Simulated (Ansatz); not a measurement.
Rh: how the axes shrink under pressure

Rh, P6_3/mmc, a = 2.704 Å, c = 4.349 Å. This isn't the element's structure at ambient conditions. Ansatz: r2SCAN, PAW, 500 eV, Γ-centred 18×18×10 mesh on 2 atoms, Gaussian smearing 0.10 eV; no spin polarisation. Cell and atoms are relaxed at each pressure, and no other structure is tried, so the rows at high pressure may lie past a change of phase. y = 100 ln(c/c0) with c0 = 4.3486 Å, so nearly a change in per cent. The pressures are the targets, met within 0.04 GPa.

| P (GPa) | y | 100 ln(a/a0) |
| --- | --- | --- |
| -1.0 | 0.11 | 0.12 |
| 0.0 | 0.00 | 0.00 |
| 1.0 | -0.12 | -0.12 |
| 4.0 | ? | ? |
| 12.0 | -1.23 | -1.33 |
| 25.0 | -2.34 | -2.53 |
| 50.0 | -4.08 | -4.40 |
| 90.0 | -6.22 | -6.68 |

Fit y = c1 P + c2 P² to the other rows, give the linear compressibility along c, and predict the missing y.

Least squares on the rows shown. y = −0.1007 P + 0.0003526 P². The linear compressibility along c is −c1/100 = 1.01 per TPa, against 1.09 along a from the same fit to the last column (its missing entry is -0.47): the crystal is about as stiff along both at low pressure. The runs next to zero pressure give 1.16 and 1.21, so a parabola over the whole range misstates the start. With a term in P³ added, the coefficient of P becomes -0.1099, 9 % more, which shows how far this figure hangs on the form. At P = 4.0 the fit asked for gives -0.40. The run gave -0.43, so the fit is 0.03 too high, within the rms miss on the fitted rows (0.05).